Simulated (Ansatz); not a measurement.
Set up this calculation in Ansatz 0.2.0, as the native input.

| Quantity | Value |
| --- | --- |
| Task | single point |
| Functional | PBEsol |
| Potentials or basis | all-electron PAW datasets made for the crystal |
| Cutoff | 380 eV (chosen from the basis error) |
| k mesh | 8 × 8 × 8 |
| Occupations | fermi-dirac, width 0.05 eV |
| Spin | no spin polarisation |

LiF (Griceite):

```
CELL_PARAMETERS angstrom
0.00000 2.01400 2.01400
2.01400 0.00000 2.01400
2.01400 2.01400 0.00000
ATOMIC_POSITIONS crystal
F 0.50000 0.50000 0.50000
Li 0.00000 0.00000 0.00000
```

The input as run:

input.yaml

```yaml
crystal:
  lattice:
    - [0.0, 2.014, 2.014]
    - [2.014, 0.0, 2.014]
    - [2.014, 2.014, 0.0]
  atoms:
    - { symbol: F, position: [0.5, 0.5, 0.5] }
    - { symbol: Li, position: [0.0, 0.0, 0.0] }
kpoints:
  mp_grid: { grid: [8, 8, 8] }
scf:
  occupations: { method: fermi_dirac, width: 0.05 }
hamiltonian:
  xc: pbesol
  pseudopotentials: { kind: all_electron, datasets: crystal }
output:
  forces: true
  stress: true
  eigenvalues: true
```

Potentials or basis: all-electron PAW datasets made for the crystal.

Launch:

```console
$ ansatz run input.yaml --threads 2 --pin off --max-ram 8192MiB --backend cpu --events-out ev --progress --plain --runs-dir out
```

Results of the run:

```yaml
Pressure: -1.2 GPa
Band_gap_on_the_k_mesh: 8.90 eV, direct
```

Wall time 1.5 s on 2 threads of AMD EPYC 7R43 64-Core Processor (Zen 3), on a shared host, peak memory 0.39 GiB.
